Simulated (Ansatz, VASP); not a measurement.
# One calculation of Rb, two programs

```
Rb
1.0
    -2.74921    2.74921    2.74921
     2.74921   -2.74921    2.74921
     2.74921    2.74921   -2.74921
Rb
1
Direct
  0.00000 0.00000 0.00000
```

Change from the starting cell: volume scaled by 0.9405, PAW files.

Alike in both runs: task electric field gradients; functional PBE; k mesh 8 × 8 × 8; occupations fermi-dirac, width 0.05 eV; no spin polarisation.

|  | VASP | Ansatz |
| --- | --- | --- |
| version | VASP 6.6.1 | Ansatz 0.2.0 |
| potentials or method | VASP PAW PBE potentials, release 64 (Rb_sv) | PAW with Ansatz's default frozen-core files, scalar-relativistic |
| plane-wave cutoff (eV) | 520 | 420 |
| valence electrons in the cell | 9 | 9 |

|  | VASP | Ansatz | Ansatz less VASP |
| --- | --- | --- | --- |
| pressure (GPa) | 0.3 | 0.3 | 0.00 |
| Vzz of the field gradient on the site that differs most (V/Å²) | 0.0 | 0.0 | 0.00 |

Ansatz warned: «gradients_without_spin_orbit».
